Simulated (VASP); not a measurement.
A run of VASP 6.6.1 is set up as follows.

Contents of INCAR:

```
SYSTEM = BAs
ALGO = Normal ; EDIFF = 1E-7
EDIFFG = -0.01 ; ENCUT = 600
GGA = CA ; IBRION = 2
ISIF = 2 ; ISMEAR = 0
LASPH = .TRUE. ; LCHARG = .FALSE.
LREAL = .FALSE. ; LWAVE = .FALSE.
NELM = 80 ; NSW = 40
PREC = Accurate ; SIGMA = 0.03
```

KPOINTS

```
k-points
0
G
  10 10 10
  0 0 0
```

POSCAR

```
BAs                                     
1.0
    0.0000000000      2.4023485614      2.4023485614
    2.4023485614      0.0000000000      2.4023485614
    2.4023485614      2.4023485614      0.0000000000
  B               As            
     1     1
Direct
     0.0000000000000000    0.0000000000000000    0.0000000000000000
     0.2500000000000000    0.2500000000000000    0.2500000000000000
```

Potentials or basis: VASP PAW LDA potentials, release 64 (B, As).

Run with:

```bash
$ cat potpaw_LDA.64/B/POTCAR potpaw_LDA.64/As/POTCAR > POTCAR
$ mpirun -np 1 vasp_std > vasp.out
```

(1) Predict the band gap on the k mesh.

Answers

(1) 1.14 eV, indirect (least direct gap 3.23 eV).

Caveat: the relaxation stopped at its first step, so nothing moved.
